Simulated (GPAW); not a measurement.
Crystal: Bi.

```
CELL_PARAMETERS angstrom
4.72898 0.00000 0.00000
2.55449 3.97968 0.00000
2.55449 1.39577 3.72688
ATOMIC_POSITIONS crystal
Bi 0.76600 0.76600 0.76600
Bi 0.23400 0.23400 0.23400
```

- Program: GPAW 26.7.0
- Task: single point
- Functional: PBE
- Potentials or basis: GPAW PAW data sets (gpaw-data 1.2.1)
- Cutoff: 600 eV
- Basis: pw
- k mesh: 7 × 7 × 7
- Occupations: fermi-dirac, width 0.05 eV
- Spin: no spin polarisation

On this cell: pressure 2.0 GPa; largest force 0.193 eV/Å; band gap on the k mesh 0.27 eV, indirect (least direct gap 0.54 eV).

The same run follows on a disturbed copy (atoms moved at random, drawn with an rms of 0.05 Å):

```
Bi
1.0
     2.26750    1.30914    3.93800
    -2.26750    1.30914    3.93800
     0.00000   -2.61828    3.93800
Bi
2
Direct
  0.77243 0.78624 0.75406
  0.23222 0.23858 0.23225
```

**Question.** What changes?

**Answer.** The energy moves by +11.6 meV/atom; pressure 2.7 GPa; largest force 0.513 eV/Å; band gap on the k mesh 0.24 eV, indirect (least direct gap 0.53 eV).

Forces in eV/Å, atoms in the order of the input:
```
Bi   0.047 -0.195 -0.473
Bi  -0.047  0.195  0.473
```

Stress tensor (GPa, compression positive):
```
 2.17  0.13 -0.23
 0.13  3.24  0.90
-0.23  0.90  2.60
```

Caveats: spin-orbit coupling is left out, which as a rule narrows the gap of such compounds by several tenths of an eV; an odd mesh through Γ misses points on the zone boundary, where band edges often lie.
